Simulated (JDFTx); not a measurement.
Set up this calculation in JDFTx 1.7.0 (patched build), as the native input.

* Task: single point
* Functional: PBE
* Potentials or basis: PseudoDojo-SR-PBE-0.4.1-standard (Te) + PseudoDojo-SR-PBE-0.5-standard (Sn) with smoothed tails
* Cutoff: 1088 eV
* Density cutoff: 8708 eV
* k mesh: 7 × 7 × 7
* Occupations: fermi-dirac, width 0.05 eV
* Spin: no spin polarisation
* Local potential set to -Z/r beyond: 6 bohr
* Bands: 22
* Density cutoff over wavefunction cutoff: 8
* Max SCF steps: 100
* SCF threshold on the energy: 1e-09 Ha
* Solver of the electrons: scf
* Further solve for the empty bands: yes

Crystal: SnTe.

```
CELL_PARAMETERS angstrom
0.00000 3.15085 3.15085
3.15085 0.00000 3.15085
3.15085 3.15085 0.00000
ATOMIC_POSITIONS crystal
Te 0.50000 0.50000 0.50000
Sn 0.00000 0.00000 0.00000
```

These files were run (other wordings do the same):

SnTe.in

```
lattice \
    0.0000000000     5.9542435598     5.9542435598 \
    5.9542435598     0.0000000000     5.9542435598 \
    5.9542435598     5.9542435598     0.0000000000
coords-type Lattice
ion Te     0.5000000000     0.5000000000     0.5000000000 1
ion Sn     0.0000000000     0.0000000000     0.0000000000 1

ion-species pseudo/Te.upf
ion-species pseudo/Sn.upf
elec-cutoff 40 320
elec-ex-corr gga-PBE
kpoint-folding 7 7 7
elec-smearing Fermi 0.0018374661
elec-n-bands 22
electronic-SCF nIterations 100 energyDiffThreshold 1e-09
electronic-minimize nIterations 30 energyDiffThreshold 1e-7
converge-empty-states yes
forces-output-coords Cartesian

dump-name run.$VAR
dump End Ecomponents EigStats BandEigs Kpoints Forces Stress
```

Potentials or basis: PseudoDojo-SR-PBE-0.4.1-standard (Te) + PseudoDojo-SR-PBE-0.5-standard (Sn) with smoothed tails.

The run is started by

```bash
$ jdftx -c 1 -i SnTe.in -o SnTe.out
```

Results of the run:

```json
{"Pressure": "2.3 GPa"}
```

It took 110 s on 1 thread of Arm Neoverse V1, with other jobs on the host, peak memory 0.18 GiB.
